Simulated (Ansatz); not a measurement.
# Density of states of Cu₃N

```cif
data_structure
_symmetry_space_group_name_H-M 'P 1'
_symmetry_Int_Tables_number 1
_cell_length_a 3.8140
_cell_length_b 3.8140
_cell_length_c 3.8140
_cell_angle_alpha 90.000
_cell_angle_beta 90.000
_cell_angle_gamma 90.000
_cell_volume 55.48
loop_
_atom_site_label
_atom_site_type_symbol
_atom_site_fract_x
_atom_site_fract_y
_atom_site_fract_z
_atom_site_occupancy
Cu1 Cu 0.50000 0.00000 0.00000 1
Cu2 Cu 0.00000 0.50000 0.00000 1
Cu3 Cu 0.00000 0.00000 0.50000 1
N1 N 0.00000 0.00000 0.00000 1
```

The runs use the primitive cell with vectors (3.814, 0.000, 0.000), (0.000, 3.814, 0.000), (0.000, 0.000, 3.814) Å, to which the k mesh refers.

The cell comes from COD entry 1536894, which wasn't checked; take it as a given geometry.

Theory: DFT, PBEsol, all-electron LAPW, scalar-relativistic (Ansatz 0.2.0).

Settings: a Γ-centred 10×10×10 k mesh, Fermi–Dirac smearing of 0.08 eV, basis error target 1 meV/atom, no spin polarisation.

States per eV and cell, averaged over 0.6 eV, from -5.9 to 3.5 eV, with energies (bin centres) from the valence-band top; empty bins are left out. The partial columns, the largest 4 alone, are projections on Löwdin-orthogonalised atomic shells (those that the program's projection atoms carry: the occupied ones and, for some elements, an empty d or f shell; other empty shells have no column), summed over atoms of an element. Weights on diffuse s and p shells depend on that basis and aren't pure angular character.

| E (eV) | total | Cu 3d | N 2p | Cu 4s | N 2s |
| --- | --- | --- | --- | --- | --- |
| -5.7 | 2.06 | 0.61 | 1.32 | 0.07 | 0.01 |
| -5.1 | 0.35 | 0.08 | 0.22 | 0.03 | 0.00 |
| -4.5 | 0.62 | 0.34 | 0.03 | 0.25 | 0.00 |
| -3.9 | 2.34 | 1.88 | 0.02 | 0.42 | 0.00 |
| -3.3 | 13.98 | 13.14 | 0.14 | 0.59 | 0.01 |
| -2.7 | 13.14 | 12.73 | 0.07 | 0.22 | 0.03 |
| -2.1 | 12.31 | 11.97 | 0.09 | 0.17 | 0.01 |
| -1.5 | 3.17 | 2.38 | 0.46 | 0.24 | 0.01 |
| -0.9 | 3.51 | 2.32 | 0.71 | 0.38 | 0.00 |
| -0.3 | 0.84 | 0.50 | 0.21 | 0.11 | 0.00 |
| 0.3 | 0.06 | 0.00 | 0.00 | 0.00 | 0.00 |
| 0.9 | 0.40 | 0.04 | 0.02 | 0.01 | 0.01 |
| 1.5 | 1.04 | 0.21 | 0.09 | 0.14 | 0.13 |
| 2.1 | 1.95 | 0.38 | 0.29 | 0.38 | 0.23 |
| 2.7 | 1.23 | 0.16 | 0.19 | 0.28 | 0.07 |
| 3.3 | 2.17 | 0.24 | 0.34 | 0.72 | 0.12 |

Q: Which of the resolved shells contributes most in the top eV of the valence band?

A: Cu 3d, with 62 % of all states there; N 2p follows with 25 %.

Q: Where is the centre of the filled Cu 3d states between -14 eV and the top of the filled states?

A: -2.83 eV from the valence-band top.
